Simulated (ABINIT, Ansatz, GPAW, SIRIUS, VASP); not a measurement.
## Ge: programs and potentials compared

```xyz
1
Lattice="-1.6084 1.6084 1.8732 1.6084 -1.6084 1.8732 1.6084 1.6084 -1.8732" Properties=species:S:1:pos:R:3 pbc="T T T"
Ge    0.0000    0.0000    1.8732
```

This isn't the form of Ge at room conditions, which is diamond.

Alike in all runs: task single point; functional PBE; k mesh 12 × 12 × 12; occupations fermi-dirac, width 0.05 eV; no spin polarisation; no spin-orbit coupling. A missing gap at this level doesn't show that the real crystal is a metal. Pressure is positive in compression and, in plane waves, holds the error of the finite cutoff, which Ansatz's Pulay term estimates and takes out.

```json
{"program and potentials": "ABINIT, JTH PAW PBE v2.0", "plane-wave cutoff (eV)": "599", "notes": "14 valence electrons an atom on average", "band gap (eV)": "no gap", "pressure (GPa)": "0.20"}
{"program and potentials": "VASP, PBE PAW files Ge_d, 520 eV", "plane-wave cutoff (eV)": "520", "notes": "14 valence electrons an atom on average", "band gap (eV)": "no gap", "pressure (GPa)": "0.66"}
{"program and potentials": "SIRIUS, PseudoDojo 0.4.1 PBE standard (scalar relativistic)", "plane-wave cutoff (eV)": "1078", "notes": "14 valence electrons an atom on average", "band gap (eV)": "no gap", "pressure (GPa)": "0.67"}
{"program and potentials": "GPAW, GPAW PAW data sets (gpaw-data 1.2.1)", "plane-wave cutoff (eV)": "600", "notes": "4 valence electrons an atom on average", "band gap (eV)": "no gap", "pressure (GPa)": "0.28"}
{"program and potentials": "Ansatz, Ansatz PAW (earlier soft set)", "plane-wave cutoff (eV)": "420", "notes": "14 valence electrons an atom on average; Pulay term of +0.03 GPa included", "band gap (eV)": "no gap", "pressure (GPa)": "0.64"}
{"program and potentials": "Ansatz, all-electron LAPW, scalar-relativistic", "plane-wave cutoff (eV)": "-", "notes": "-", "band gap (eV)": "no gap", "pressure (GPa)": "0.66"}
```

None finds a gap. The pressure spans 0.20 (ABINIT, JTH PAW PBE v2.0) to 0.67 GPa (SIRIUS, PseudoDojo 0.4.1 PBE standard (scalar relativistic)), with all-electron results at 0.66.

The functional is the same throughout but for its coding, so the spread measures potentials, basis and numerics; runs on potential files found faulty are left out.
